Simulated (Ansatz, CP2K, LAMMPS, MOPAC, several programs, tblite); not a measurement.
Energy against volume for CdSe in the rocksalt structure, at fixed shape and fractional coordinates, computed by several methods (PBE and r2SCAN, where shown, with plane waves in Ansatz); the cell shown is that of r2SCAN. Space group Fm-3m (No. 225), cubic; a = 5.686 Å in the conventional setting, 22.98 Å³ an atom. Cd has 6 Se at 2.84 Å; Se has 6 Cd at 2.84 Å. All values are calculated for a non-magnetic cell, which may be hypothetical. Energies count from each curve's lowest point; fits are third-order Birch-Murnaghan.

```cif
data_structure
_symmetry_space_group_name_H-M 'Fm-3m'
_symmetry_Int_Tables_number 225
_cell_length_a 5.6859
_cell_length_b 5.6859
_cell_length_c 5.6859
_cell_angle_alpha 90.000
_cell_angle_beta 90.000
_cell_angle_gamma 90.000
_cell_volume 183.82
loop_
_atom_site_label
_atom_site_type_symbol
_atom_site_symmetry_multiplicity
_atom_site_Wyckoff_symbol
_atom_site_fract_x
_atom_site_fract_y
_atom_site_fract_z
_atom_site_occupancy
Cd1 Cd 4 a 0.00000 0.00000 0.00000 1
Se1 Se 4 b 0.50000 0.00000 0.00000 1
```

PBE/DZVP (CP2K), on the shape of the cell shown:
```
V (Å³/atom)  E (meV/atom)
     20.220        152.79
     21.599         54.69
     22.978          8.81
     24.356          0.00
     25.735         17.51
```
V₀ = 24.06 Å³ an atom and B₀ = 57 GPa.

CdTeSe.bop.table (LAMMPS), on the shape of its own relaxed cell:

| V (Å³/atom) | E (meV/atom) |
| --- | --- |
| 20.200 | 24.39 |
| 20.844 | 5.71 |
| 21.489 | 0.00 |
| 22.134 | 5.00 |
| 22.778 | 18.74 |

V₀ = 21.49 Å³ an atom and B₀ = 88 GPa.

PM7 (MOPAC), on the shape of the cell shown, as a cluster of 64 atoms at the zone centre:
```
V (Å³/atom)  E (meV/atom)
     20.220        699.33
     21.599        310.86
     22.978         93.57
     24.356          1.85
     25.735          0.00
```
V₀ = 25.06 Å³ an atom and B₀ = 162 GPa. The lowest point lies at an end of the range, so the fit is barely bracketed.

GFN1-xTB (tblite), on the shape of the cell shown, as a cluster of 64 atoms at the zone centre:
```tsv
V (Å³/atom)	E (meV/atom)
20.220	115.74
21.599	34.09
22.978	0.00
24.356	1.01
25.735	27.82
```
V₀ = 23.61 Å³ an atom and B₀ = 60 GPa.

PBE, on the shape of its own relaxed cell:
```
V (Å³/atom)  E (meV/atom)
     22.198         18.11
     22.906          4.28
     23.615          0.00
     24.323          3.72
     25.032         13.82
```
V₀ = 23.62 Å³ an atom and B₀ = 59 GPa.
